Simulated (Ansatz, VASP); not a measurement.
**Two plane-wave programs on SiC**

Contents of INCAR:

```
SYSTEM = SiC
ALGO     = Normal         ! electronic algorithm
EDIFF    = 1E-7           ! SCF threshold, eV
ENCUT    = 520            ! plane-wave cutoff, eV
GGA      = PE             ! functional
ISIF     = 2              ! what is computed and relaxed
ISMEAR   = 0              ! smearing method
LASPH    = .TRUE.         ! aspherical terms in the spheres
LCHARG   = .TRUE.         ! write CHGCAR
LELF     = .TRUE.         ! ELF
LREAL    = .FALSE.        ! projectors in reciprocal space
LVHAR    = .TRUE.       
LWAVE    = .FALSE.        ! write WAVECAR
NBANDS   = 11             ! bands
NELM     = 80             ! most SCF steps
PREC     = Accurate       ! precision mode
SIGMA    = 0.05           ! smearing width, eV
```

File KPOINTS:

```
k-points
0
G
  12 12 12
  0 0 0
```

File POSCAR:

```
SiC
1.0
    0.0000000000      2.1413900000      2.1413900000
    2.1413900000      0.0000000000      2.1413900000
    2.1413900000      2.1413900000      0.0000000000
Si C
1 1
Direct
    0.0000000000      0.0000000000      0.0000000000
    0.7500000000      0.7500000000      0.7500000000
```

Input for Ansatz:

```yaml
crystal:
  lattice:
    - [0.0, 2.14139, 2.14139]
    - [2.14139, 0.0, 2.14139]
    - [2.14139, 2.14139, 0.0]
  atoms:
    - { symbol: Si, position: [0.0, 0.0, 0.0] }
    - { symbol: C, position: [0.75, 0.75, 0.75] }
basis:
  ecutwfc: 420
kpoints:
  mp_grid: { grid: [12, 12, 12] }
hamiltonian:
  xc: pbe
scf:
  occupations: { method: gaussian, width: 0.05 }
output:
  forces: true
  stress: true
  eigenvalues: true
```

Change from the starting cell: strain -0.015 along x and y, -0.015 along z, atoms carried along.

Alike in both runs: task single point; functional PBE; k mesh 12 × 12 × 12; occupations gaussian, width 0.05 eV; no spin polarisation.

```csv
,VASP,Ansatz
version,VASP 6.6.1,Ansatz 0.2.0
potentials or method,"VASP PAW PBE potentials, release 64 (Si, C)","scalar-relativistic, plane waves, PAW"
plane-wave cutoff (eV),520,420
valence electrons in the cell,8,8
```

|  | VASP | Ansatz | Ansatz less VASP |
| --- | --- | --- | --- |
| gap on the k mesh at the Fermi level (eV) | 1.31 | 1.31 | +0.003 |
| least direct gap on the mesh (eV) | 4.59 | 4.60 | +0.005 |
| pressure (GPa) | 16.2 | 16.3 | +0.09 |

Caveats: so large a pressure means that the cell lies far from this level's equilibrium, or that cutoff or potentials fall short (VASP). A k mesh can miss the band edges.
